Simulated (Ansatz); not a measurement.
Crystal: Pd.

```xyz
1
Lattice="0.0000 1.9465 1.9465 1.9465 0.0000 1.9465 1.9465 1.9465 0.0000" Properties=species:S:1:pos:R:3 pbc="T T T"
Pd    0.0000    0.0000    0.0000
```

```yaml
Program: Ansatz 0.2.0
Task: single point
Functional: PBE
Potentials_or_basis: all-electron LAPW, scalar-relativistic
Cutoff: 266 eV (chosen from the basis error)
Basis_error_allowed: 0.001 eV/atom
k_mesh: 12 × 12 × 12
Occupations: fermi-dirac, width 0.05 eV
Spin: no spin polarisation
```

On this cell: pressure 6.8 GPa; band gap on the k mesh none (metal or under the smearing width).

The same run follows on a disturbed copy (cell strained at random at fixed volume):

```xyz
1
Lattice="-0.0111 1.9552 1.9419 1.9711 0.0063 1.9244 1.9644 1.9311 0.0130" Properties=species:S:1:pos:R:3 pbc="T T T"
Pd   -0.0396    0.0408    0.0136
```

**Question.** What does the disturbed cell give?

**Answer.** The energy (extrapolated to zero smearing) moves by +1.8 meV/atom; pressure 6.9 GPa; band gap on the k mesh none (metal or under the smearing width).

Stress tensor (GPa, compression positive):
```
 6.06  0.63  0.18
 0.63  7.19 -1.38
 0.18 -1.38  7.50
```
